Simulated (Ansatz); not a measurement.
## How much does the functional matter for the cell of ZrN?

The starting cell is an entry of the Crystallography Open Database (1994):

```yaml
crystal:
  lattice:
    - [0.00000, 2.30000, 2.30000]
    - [2.30000, 0.00000, 2.30000]
    - [2.30000, 2.30000, 0.00000]
  atoms:
    - { symbol: Zr, position: [0.50000, 0.50000, 0.50000] }
    - { symbol: N, position: [0.00000, 0.00000, 0.00000] }
```

Atoms and cell were relaxed at zero pressure with plane-wave PAW DFT (Ansatz 0.2.0; one set of PAW datasets, made under PBE, for all functionals; 420 eV, r2SCAN 500 eV; 12×12×12 Γ-centred mesh, fermi-dirac occupations of width 0.100 eV; no spin polarisation, no spin-orbit coupling, no dispersion correction), keeping the symmetry (Fm-3m, No. 225).

Problem. Which functional gives the smallest cell, and how wide is the spread?

Solution. The relaxed conventional cells:

| functional | a (Å) | volume (Å³/atom) | formation energy (eV/atom) |
| --- | --- | --- | --- |
| LDA | 4.525 | 11.58 | -2.150 |
| PBEsol | 4.553 | 11.80 | -1.934 |
| PBE | 4.595 | 12.13 | -1.732 |
| r2SCAN | 4.587 | 12.06 | -1.944 |
| the entry | 4.600 | 12.17 | – |

LDA gives the smallest volume and PBE the largest, 4.7 % more, the usual order, since LDA overbinds and PBE's gradient terms loosen the lattice. Against the entry's volume: LDA -4.8 %, PBEsol -3.0 %, PBE -0.3 %, r2SCAN -0.9 %. No verdict is drawn from this: the entry is old or was flagged in a check, so the entry may be off as well as the functionals. The formation energies span 0.42 eV an atom, lowest under LDA.

Caveats: each relaxation keeps the start's symmetry, so a distorted cell may lie lower; computed cells are at 0 K with fixed nuclei, while the entry holds thermal expansion, often some tenths of a per cent in volume and more in soft crystals; formation energies are at zero smearing against the elements' usual phases under the same functional, gases as free molecules, uncorrected.
